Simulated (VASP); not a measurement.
# GaSb in VASP: further runs, part 2 of 2

VASP 6.6.1. Earlier steps stand in the parts before.

## Step 4: Single point, r2SCAN (in-plane strain -0.02)

Contents of POSCAR:

```
GaSb
1.0
    3.0049591541      3.0049591541      0.0000000000
   -3.0049591541      3.0049591541      0.0000000000
    0.0000000000      3.0049591541      3.1030802693
Ga Sb
1 1
Direct
    0.0000000000      0.0000000000      0.0000000000
    0.7500000000      0.2500000000      0.5000000000
```

Contents of INCAR.step1:

```
SYSTEM = GaSb
ALGO = Normal
EDIFF = 1E-4
ENCUT = 520
GGA = PE
ISMEAR = 0
LASPH = .TRUE.
LCHARG = .FALSE.
LREAL = .FALSE.
LWAVE = .TRUE.
NBANDS = 16
NELM = 100
PREC = Accurate
SIGMA = 0.01
```

Contents of INCAR.step2:

```
SYSTEM = GaSb
ALGO = Normal
EDIFF = 1E-7
ENCUT = 520
ISIF = 2
ISMEAR = 0
ISTART = 1
LASPH = .TRUE.
LCHARG = .TRUE.
LELF = .TRUE.
LMIXTAU = .TRUE.
LREAL = .FALSE.
LVHAR = .TRUE.
LWAVE = .FALSE.
METAGGA = R2SCAN
NBANDS = 16
NELM = 100
PREC = Accurate
SIGMA = 0.01
```

Contents of KPOINTS:

```
k-points
0
G
  6 6 6
  0 0 0
```

Potentials or basis: VASP PAW PBE potentials, release 64 (Ga_d, Sb).

The run is started by

```
> cat potpaw_PBE.64/Ga_d/POTCAR potpaw_PBE.64/Sb/POTCAR > POTCAR
> cp INCAR.step1 INCAR
> mpirun -np 1 vasp_std > vasp.out
> cp INCAR.step2 INCAR
> mpirun -np 1 vasp_std > vasp.out
```

OUTCAR:

```text
SYSTEM = GaSb
   EDIFF = 1E-7
   ENCUT = 520
   ISIF = 2
   ISMEAR = 0
   ISTART = 1
   LASPH = .TRUE.
   LREAL = .FALSE.
   METAGGA = R2SCAN
   NELM = 100
   PREC = Accurate

 ion  position               nearest neighbor table
   1  0.000  0.000  0.000-   2 2.63   2 2.63   2 2.63   2 2.63
   2  0.750  0.250  0.500-   1 2.63   1 2.63   1 2.63   1 2.63

  LATTYP: Found a body centered tetragonal cell.
 ALAT       =     4.2496539901
 C/A-ratio  =     1.4603919644

  Lattice vectors:

 A1 = (   3.0049591541,   0.0000000000,  -3.1030802693)
 A2 = (  -3.0049591541,   0.0000000000,  -3.1030802693)
 A3 = (   0.0000000000,   3.0049591541,   3.1030802693)

Analysis of symmetry for initial positions (statically):
=====================================================================
 Subroutine PRICEL returns:
 Original cell was already a primitive cell.

 Routine SETGRP: Setting up the symmetry group for a
 body centered tetragonal supercell.

 Subroutine GETGRP returns: Found  8 space group operations
 (whereof  8 operations were pure point group operations)
 out of a pool of 16 trial point group operations.

The static configuration has the point symmetry D_2d.

Analysis of symmetry for dynamics (positions and initial velocities):
=====================================================================
 Subroutine PRICEL returns:
 Original cell was already a primitive cell.

 Routine SETGRP: Setting up the symmetry group for a
 body centered tetragonal supercell.

 Subroutine GETGRP returns: Found  8 space group operations
 (whereof  8 operations were pure point group operations)
 out of a pool of 16 trial point group operations.

The dynamic configuration has the point symmetry D_2d.

 Subroutine INISYM returns: Found  8 space group operations
 (whereof  8 operations are pure point group operations),
 and found     1 'primitive' translations

----------------------------------------------------------------------------------------

                                     Primitive cell

  volume of cell :      56.0403

  direct lattice vectors                    reciprocal lattice vectors
     3.004959154  3.004959154  0.000000000     0.166391613  0.166391613 -0.161130218
    -3.004959154  3.004959154  0.000000000    -0.166391613  0.166391613 -0.161130218
     0.000000000  3.004959154  3.103080269     0.000000000  0.000000000  0.322260436

  length of vectors
     4.249653990  4.249653990  4.319593346     0.285193416  0.285193416  0.322260436

  position of ions in fractional coordinates (direct lattice)
     0.000000000  0.000000000  0.000000000
     0.750000000  0.250000000  0.500000000

  ion indices of the primitive-cell ions
   primitive index   ion index
                 1           1
                 2           2

----------------------------------------------------------------------------------------

 KPOINTS: k-points

Automatic generation of k-mesh.
 Grid dimensions read from file:
 generate k-points for:    6    6    6

 Generating k-lattice:

  Cartesian coordinates                     Fractional coordinates (reciprocal lattice)
     0.027731935  0.027731935 -0.026855036     0.166666667  0.000000000 -0.000000000
    -0.027731935  0.027731935 -0.026855036     0.000000000  0.166666667 -0.000000000
     0.000000000  0.000000000  0.053710073     0.000000000  0.000000000  0.166666667

  Length of vectors
     0.047532236  0.047532236  0.053710073

  Shift w.r.t. Gamma in fractional coordinates (k-lattice)
     0.000000000  0.000000000  0.000000000

 Subroutine IBZKPT returns following result:
 ===========================================

 Found     30 irreducible k-points:

 Following reciprocal coordinates:
            Coordinates               Weight
  0.000000  0.000000  0.000000      1.000000
  0.166667  0.000000 -0.000000      8.000000
  0.333333  0.000000 -0.000000      8.000000
  0.500000  0.000000 -0.000000      4.000000
  0.166667  0.166667 -0.000000      8.000000
  0.333333  0.166667 -0.000000     16.000000
[... 16 lines left out ...]
 -0.333333 -0.333333  0.166667      4.000000
 -0.166667 -0.333333  0.166667     16.000000
 [... further k-points ...]
   k-points           NKPTS =     30   k-points in BZ     NKDIM =     30   number of bands    NBANDS=     16
   number of dos      NEDOS =    301   number of ions     NIONS =      2
   total plane-waves  NPLWV =  32768
   dimension x,y,z NGX =    32 NGY =   32 NGZ =   32
   dimension x,y,z NGXF=    64 NGYF=   64 NGZF=   64
   ions per type =               1   1
   NGX,Y,Z   is equivalent  to a cutoff of  12.52, 12.52, 12.32 a.u.
   NGXF,Y,Z  is equivalent  to a cutoff of  25.04, 25.04, 24.63 a.u.
 SYSTEM =  GaSb
   PREC   = accura    normal or accurate (medium, high low for compatibility)
   ISTART =      1    job   : 0-new  1-cont  2-samecut
   ICHARG =      0    charge: 1-file 2-atom 10-const
   ISPIN  =      1    spin polarized calculation?
   LNONCOLLINEAR =      F non collinear calculations
   LSORBIT =      F    spin-orbit coupling
   LASPH  =      T    aspherical Exc in radial PAW
   ENCUT  =  520.0 eV  38.22 Ry    6.18 a.u.   7.90  7.90  8.03*2*pi/ulx,y,z
   NELM   =    100;   NELMIN=  2; NELMDL=  0     # of ELM steps
   EDIFF  = 0.1E-06   stopping-criterion for ELM
   LREAL  =      F    real-space projection
   EDIFFG = 0.1E-05   stopping-criterion for IOM
   NSW    =      0    number of steps for IOM
   IBRION =     -1    ionic relax: 0-MD 1-quasi-New 2-CG
   NFREE  =      0    steps in history (QN), initial steepest desc. (CG)
   ISIF   =      2    stress and relaxation
   ISYM   =      2    0-nonsym 1-usesym 2-fastsym
   POTIM  = 0.5000    time-step for ionic-motion
   TEBEG  =    0.0;   TEEND  =   0.0 temperature during run
   PSTRESS=    0.0 pullay stress
   NELECT =      18.0000    total number of electrons
   NUPDOWN=      -1.0000    fix difference up-down
   EMIN   =  10.00;   EMAX   =-10.00  energy-range for DOS
   EFERMI =   0.00;   METHOD = LEGACY
   ISMEAR =     0;   SIGMA  =   0.01  broadening in eV -4-tet -1-fermi 0-gaus
   EFERMI_NEDOS =   21; number of points for ismear=-14 and -15
   IALGO  =     38    algorithm
   IMIX   =      4    mixing-type and parameters
     AMIX     =   0.40;   BMIX     =  1.00
     AMIX_MAG =   1.60;   BMIX_MAG =  1.00
  volume/ion in A,a.u.               =      28.02       189.09
  Fermi-wavevector in a.u.,A,eV,Ry     =   1.121155  2.118676 17.102364  1.256988
  Thomas-Fermi vector in A             =   2.257806
   LORBIT       =      0    0 simple, 1 ext, 2 COOP (PROOUT), +10 PAW based schemes
   METAGGA = R2SCAN    functional components
   LHFCALC =     F    Hartree Fock is set to
   AEXX    =    0.0000 exact exchange contribution
   IVDW    =     0    specifies the selected vdW correction
   LEPSILON=     F    determine dielectric tensor
   LRPA    =     F    only Hartree local field effects (RPA)
 non-spin polarized calculation
 Gauss-broadening in eV      SIGMA  =   0.01
  energy-cutoff  :      520.00
  volume of cell :       56.04
 maximum number of plane-waves:      1524
   NGX = 15   NGY = 15   NGZ = 17

 number of electron      17.9999991 magnetization

 Free energy of the ion-electron system (eV)
  ---------------------------------------------------
  ext. energy  EPLUGINS =         0.00000000
  ---------------------------------------------------
  free energy    TOTEN  =       -37.56417571 eV

  energy without entropy =      -37.56417571  energy(sigma->0) =      -37.56417571

 E-fermi :   5.0987     XC(G=0):  -9.8184

 val. band max:        4.9846247402   @ k =   0.0000   0.0000   0.0000
 cond. band min:       5.5190914936   @ k =   0.0000   0.0000   0.0000
 fundamental gap:      0.5344667534
 Fermi energy:         5.0986703594

 k-point     1 :       0.0000    0.0000    0.0000
  band No.  band energies     occupation
      1     -10.6374      2.00000
      2     -10.6333      2.00000
      3     -10.6333      2.00000
      4     -10.5764      2.00000
      5     -10.5729      2.00000
      6      -7.1711      2.00000
[... 8 lines left out ...]
     15      13.6657      0.00000
     16      14.2465      0.00000
[... 419 lines left out ...]
 k-point    24 :      -0.1667   -0.3333    0.1667
  band No.  band energies     occupation
      1     -10.6762      2.00000
      2     -10.6163      2.00000
      3     -10.6112      2.00000
      4     -10.5799      2.00000
      5     -10.5742      2.00000
      6      -4.7609      2.00000
[... 8 lines left out ...]
     15      15.8840      0.00000
     16      16.2039      0.00000

 [... further k-points ...]
[... 5 lines left out ...]
  --------------------------------------------------------------------------------------
  -------------------------------------------------------------------------------------
  Total        0.7960773      0.7960773      0.1978344      0.0000000      0.0000000      0.0000000
  in kB       22.7596542     22.7596542      5.6560377      0.0000000      0.0000000      0.0000000
  external PRESSURE =      17.0584487 kB  Pullay stress =       0.0000000 kB

 VOLUME and BASIS-vectors are now :
 -----------------------------------------------------------------------------
  energy-cutoff  :      520.00
  volume of cell :       56.04
      direct lattice vectors                 reciprocal lattice vectors
     3.004959154  3.004959154  0.000000000     0.166391613  0.166391613 -0.161130218
    -3.004959154  3.004959154  0.000000000    -0.166391613  0.166391613 -0.161130218
     0.000000000  3.004959154  3.103080269     0.000000000  0.000000000  0.322260436

 POSITION                                       TOTAL-FORCE (eV/Angst)
 -----------------------------------------------------------------------------------
      0.00000      0.00000      0.00000        -0.000000     -0.000000      0.000000
      1.50248      4.50744      1.55154         0.000000      0.000000      0.000000
 -----------------------------------------------------------------------------------
    total drift:                               -0.000029     -0.000000      0.000000

  FREE ENERGIE OF THE ION-ELECTRON SYSTEM (eV)
  ---------------------------------------------------
  free  energy   TOTEN  =       -37.5641757111 eV

  energy  without entropy=      -37.5641757111  energy(sigma->0) =      -37.56417571
```

Run time: 53 s. Hardware: 1 thread of Intel Xeon Platinum 8559C (Emerald Rapids), shared host; peak memory 0.19 GiB.

What came out:

```yaml
Free_energy: -37.5642 eV
Pressure: 1.7 GPa
Band_gap_on_the_k_mesh: 0.53 eV, direct
```

Levels at points of the mesh, in eV from the valence-band top:
```
           k point  band 5  band 6  band 7  band 8  band 9  band 10  band 11  band 12  band 13  band 14
(0.00, 0.00, 0.00)  -15.56  -12.16   -0.21    0.00    0.00     0.53     2.87     2.87     2.98     6.31
(0.50, 0.00, 0.00)  -15.56  -10.38   -6.76   -1.45   -1.19     0.65     3.87     4.03     6.85     9.97
(0.50, 0.50, 0.00)  -15.55   -9.41   -7.17   -2.92   -2.89     0.94     1.30     9.28     9.28    10.86
(0.00, 0.00, 0.50)  -15.56   -9.54   -7.33   -2.71   -2.71     1.20     1.52     9.32     9.32    10.83
```

Caveat: the cell differs from its parent crystal (in-plane strain -0.02); the PAW data sets were made with another functional, which shifts forces and pressure a little; spin-orbit coupling is left out, which moves the levels of the heavy elements. A k mesh can miss the band edges.

## Step 5: Single point, r2SCAN (in-plane strain -0.02, then relaxed in part)

Changes to POSCAR since step 4:

```diff
@@ -4,3 +4,3 @@
    -3.0049591541      3.0049591541      0.0000000000
-    0.0000000000      3.0049591541      3.1030802693
+    0.0000000000      3.0049591541      3.1166114997
 Ga Sb
```

Contents of INCAR.step1:

```
ALGO = Normal ; EDIFF = 1E-4
ENCUT = 520 ; GGA = PE
ISMEAR = 0 ; LASPH = True
LCHARG = False ; LREAL = False
LWAVE = True ; NBANDS = 16
NELM = 100 ; PREC = Accurate
SIGMA = 0.01
```

Contents of INCAR.step2:

```
ALGO = Normal ; EDIFF = 1E-7
ENCUT = 520 ; ISIF = 2
ISMEAR = 0 ; ISTART = 1
LASPH = True ; LCHARG = False
LMIXTAU = True ; LREAL = False
LWAVE = False ; METAGGA = R2SCAN
NBANDS = 16 ; NELM = 100
PREC = Accurate ; SIGMA = 0.01
```

Contents of KPOINTS:

```
k-points
0
Gamma
  6 6 6
```

The run is started by

```
> cat potpaw_PBE.64/Ga_d/POTCAR potpaw_PBE.64/Sb/POTCAR > POTCAR
> cp INCAR.step1 INCAR
> mpirun -np 1 vasp_std > vasp.out
> cp INCAR.step2 INCAR
> mpirun -np 1 vasp_std > vasp.out
```

It took 53 s on 1 thread of Intel Xeon Platinum 8559C (Emerald Rapids), shared host; peak memory 0.19 GiB.

The run converged. Its results:

| Item | Value |
| --- | --- |
| Free energy | -37.5647 eV |
| Pressure | 1.4 GPa |
| Band gap on the k mesh | 0.49 eV, direct |

Stress tensor (GPa, compression positive):
```
2.09 0.00 0.00
0.00 2.09 0.00
0.00 0.00 0.13
```

Levels at points of the mesh, in eV from the valence-band top:
```csv
k point,band 7,band 8,band 9,band 10,band 11,band 12
"(0.00, 0.00, 0.00)",-0.24,0.00,0.00,0.49,2.86,2.86
"(0.50, 0.00, 0.00)",-6.75,-1.47,-1.17,0.62,3.86,4.03
"(0.50, 0.50, 0.00)",-7.15,-2.93,-2.89,0.92,1.29,9.22
"(0.00, 0.00, 0.50)",-7.33,-2.68,-2.68,1.22,1.54,9.28
```

Caveat: the cell differs from its parent crystal (in-plane strain -0.02, then relaxed in part); the PAW data sets were made with another functional, which shifts forces and pressure a little; spin-orbit coupling is left out, which moves the levels of the heavy elements. A k mesh can miss the band edges.

## Step 6: Single point, r2SCAN (film at in-plane strain -0.02)

POSCAR is that of step 5.

Contents of INCAR.step1:

```
SYSTEM = GaSb
  ALGO = Normal
  EDIFF = 1E-4
  ENCUT = 520
  GGA = PE
  ISMEAR = 0
  LASPH = .True.
  LCHARG = .False.
  LREAL = .False.
  LWAVE = .True.
  NBANDS = 16
  NELM = 100
  PREC = Accurate
  SIGMA = 0.01
```

Contents of INCAR.step2:

```
SYSTEM = GaSb
  ALGO = Normal
  EDIFF = 1E-6
  ENCUT = 520
  ISIF = 2
  ISMEAR = 0
  ISTART = 1
  LASPH = .True.
  LCHARG = .True.
  LELF = .True.
  LMIXTAU = .True.
  LREAL = .False.
  LVHAR = .True.
  LWAVE = .False.
  METAGGA = R2SCAN
  NBANDS = 16
  NELM = 100
  PREC = Accurate
  SIGMA = 0.01
```

Contents of KPOINTS:

```
k-points
0
Gamma
  6 6 6
  0 0 0
```

Potentials or basis: VASP PAW PBE potentials, release 64 (Ga_d, Sb).

The run is started by

```
> cat potpaw_PBE.64/Ga_d/POTCAR potpaw_PBE.64/Sb/POTCAR > POTCAR
> cp INCAR.step1 INCAR
> mpirun -np 1 vasp_std > vasp.out
> cp INCAR.step2 INCAR
> mpirun -np 1 vasp_std > vasp.out
```

OUTCAR:

```text
SYSTEM = GaSb
   EDIFF = 1E-6
   ENCUT = 520
   ISIF = 2
   ISMEAR = 0
   ISTART = 1
   LASPH = .True.
   LREAL = .False.
   METAGGA = R2SCAN
   NELM = 100
   PREC = Accurate

 ion  position               nearest neighbor table
   1  0.000  0.000  0.000-   2 2.63   2 2.63   2 2.63   2 2.63
   2  0.750  0.250  0.500-   1 2.63   1 2.63   1 2.63   1 2.63

  LATTYP: Found a body centered tetragonal cell.
 ALAT       =     4.2496539901
 C/A-ratio  =     1.4667601207

  Lattice vectors:

[... 626 lines left out ...]
      3     -10.6485      2.00000
      4     -10.6178      2.00000
      5     -10.6117      2.00000
      6      -4.7920      2.00000
[... 8 lines left out ...]
     15      15.7859      0.00000
     16      16.1211      0.00000

 [... further k-points ...]
[... 5 lines left out ...]
  --------------------------------------------------------------------------------------
  -------------------------------------------------------------------------------------
  Total        0.7298910      0.7298910      0.0404279      0.0000000      0.0000000      0.0000000
  in kB       20.7768059     20.7768059      1.1508070      0.0000000      0.0000000      0.0000000
  external PRESSURE =      14.2348062 kB  Pullay stress =       0.0000000 kB

 VOLUME and BASIS-vectors are now :
 -----------------------------------------------------------------------------
  energy-cutoff  :      520.00
  volume of cell :       56.28
      direct lattice vectors                 reciprocal lattice vectors
     3.004959154  3.004959154  0.000000000     0.166391613  0.166391613 -0.160430647
    -3.004959154  3.004959154  0.000000000    -0.166391613  0.166391613 -0.160430647
     0.000000000  3.004959154  3.116611500     0.000000000  0.000000000  0.320861294

 POSITION                                       TOTAL-FORCE (eV/Angst)
 -----------------------------------------------------------------------------------
      0.00000      0.00000      0.00000        -0.000000     -0.000000      0.000000
      1.50248      4.50744      1.55831         0.000000      0.000000      0.000000
 -----------------------------------------------------------------------------------
    total drift:                               -0.000031     -0.000000      0.000000

  FREE ENERGIE OF THE ION-ELECTRON SYSTEM (eV)
  ---------------------------------------------------
  free  energy   TOTEN  =       -37.5646757768 eV

  energy  without entropy=      -37.5646757768  energy(sigma->0) =      -37.56467578
```

Wall time 41 s (1 thread of Intel Xeon Platinum 8559C (Emerald Rapids), shared host); peak memory 0.2 GiB.

What came out:

```
Free energy            : -37.5647 eV
Pressure               : 1.4 GPa
Band gap on the k mesh : 0.49 eV, direct
```

Levels at points of the mesh, in eV from the valence-band top:
```csv
k point,band 7,band 8,band 9,band 10,band 11,band 12
"(0.00, 0.00, 0.00)",-0.24,0.00,0.00,0.49,2.86,2.86
"(0.50, 0.00, 0.00)",-6.75,-1.47,-1.17,0.62,3.86,4.03
"(0.50, 0.50, 0.00)",-7.15,-2.93,-2.89,0.92,1.29,9.22
"(0.00, 0.00, 0.50)",-7.33,-2.68,-2.68,1.22,1.54,9.28
```

Caveat: the cell differs from its parent crystal (film at in-plane strain -0.02); the PAW data sets were made with another functional, which shifts forces and pressure a little; spin-orbit coupling is left out, which moves the levels of the heavy elements. A k mesh can miss the band edges.

## Step 7: Overview

```tsv
cell	gap on the mesh (eV)	pressure (GPa)
a = 4.336 Å, angles 60.0, 60.0, 90.0°, 2 atoms	0.39	0.1
a = 4.250, b = 4.250, c = 4.320 Å, angles 60.5, 60.5, 90.0°, 2 atoms	0.53	1.7
a = 4.250, b = 4.250, c = 4.329 Å, angles 60.6, 60.6, 90.0°, 2 atoms	0.49	1.4
```

Alike in all rows: task single point; level r2SCAN; potentials or basis VASP PAW PBE potentials, release 64 (Ga_d, Sb); no spin polarisation; k mesh 6 × 6 × 6; cutoff (eV) 520; smearing gaussian 0.01 eV.

Caveats: the PAW data sets were made with another functional, which shifts forces and pressure a little; spin-orbit coupling is left out, which moves the levels of the heavy elements.

Absolute energies hang on the potentials; compare differences alone.

## Step 8: Against experiment

Step 2. Against the measured gap of GaSb, 0.811 eV (direct; 4.2 K; a printed reference work, data compilation), the calculated 0.39 eV is off by -0.42 eV. Spin-orbit coupling on Ga, Sb is left out. The value is that of r2SCAN on a finite k mesh, which can miss the band edges, without temperature or zero-point motion.

Step 3. Against the measured gap of GaSb, 0.811 eV (direct; 4.2 K; a printed reference work, data compilation), the calculated 0.39 eV is off by -0.42 eV. Spin-orbit coupling on Ga, Sb is left out. The value is that of r2SCAN on a finite k mesh, which can miss the band edges, without temperature or zero-point motion.
